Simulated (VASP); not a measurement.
A run of VASP 6.6.1:

INCAR

```
PREC = Accurate
ENCUT = 520
EDIFF = 1E-6
ISMEAR = 0
SIGMA = 0.02
LREAL = F
LASPH = T
NELM = 100
ALGO = Fast
ISIF = 2
LWAVE = F
LCHARG = F
LDIPOL = T
IDIPOL = 3
DIPOL = 0.5 0.5 0.295
GGA = PE
NBANDS = 14
```

Contents of KPOINTS:

```
regular mesh
0
Gamma
  6 6 1
```

Contents of POSCAR:

```
NaCl
1.0
    4.5420091397     -0.0000003242      0.0000000000
   -2.2710042891      3.9334954613      0.0000000000
    0.0000000000      0.0000000000     25.4512216000
Na Cl
1 1
Direct
    0.0000000000      0.0000000000      0.2946901552
    0.6666666667      0.3333333333      0.2946725181
```

Potentials or basis: VASP PAW PBE potentials, release 64 (Na_pv, Cl).

Run with:

```bash
$ cat potpaw_PBE.64/Na_pv/POTCAR potpaw_PBE.64/Cl/POTCAR > POTCAR
$ mpirun -np 1 vasp_std > vasp.out
```

Hardware: 1 thread of Intel(R) Xeon(R) Platinum 8259CL CPU @ 2.50GHz (Skylake/Cascade Lake), on a shared host.

Q: Estimate the wall time of this run.

A: Run time: 2.1 min on 1 thread of Intel(R) Xeon(R) Platinum 8259CL CPU @ 2.50GHz (Skylake/Cascade Lake), on a shared host, peak memory 0.54 GiB. Counts: scf iterations 21, k points 7.
